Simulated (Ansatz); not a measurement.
# Relaxing Ca

Theory: DFT PBE, scalar-relativistic, plane waves, PAW in Ansatz 0.2.0. Cutoff 420 eV, Γ-centred k mesh, Gaussian smearing, no spin polarisation in the final step.

Ca was placed on the sites of a reported Ga cell (Cmcm, No. 63), at a guessed volume.

```yaml
crystal:
  lattice:
    - [1.94007, -5.43890, 0.00000]
    - [1.94007, 5.43890, 0.00000]
    - [0.00000, 0.00000, 4.24140]
  atoms:
    - { symbol: Ca, position: [0.86700, 0.13300, 0.25000] }
    - { symbol: Ca, position: [0.13300, 0.86700, 0.75000] }
```

Cell and atoms relax at zero pressure; the relaxation can't lower the symmetry of the start.

Energies count from the standard state of Ca at the same level.

(1) Describe the relaxed structure.

(2) What are its volume, energy, density and gap?

Results:

(1) It keeps Cmcm (No. 63). Conventional cell: a = 3.671 Å, b = 12.348 Å, c = 3.806 Å. Around Ca lie 10 Ca at 3.67–3.91 Å.

```
Ca
1.0
     1.83560   -6.17397    0.00000
     1.83560    6.17397    0.00000
     0.00000    0.00000    3.80623
Ca
2
Direct
  0.86672 0.13328 0.25000
  0.13328 0.86672 0.75000
```

(2) The volume per atom is 43.14 Å³, the density is 1.54 g/cm³ and the energy over the standard structure is 0.13 eV/atom. The gap on the 16×16×14 mesh is 0 eV (a metal).

The final run used a 16×16×14 mesh on its 2-atom cell and 0.10 eV smearing. For metals, differences of a few meV/atom aren't resolved. Symmetry constrained the relaxation, so the result can be a saddle point.

This form isn't the element's structure at ambient conditions.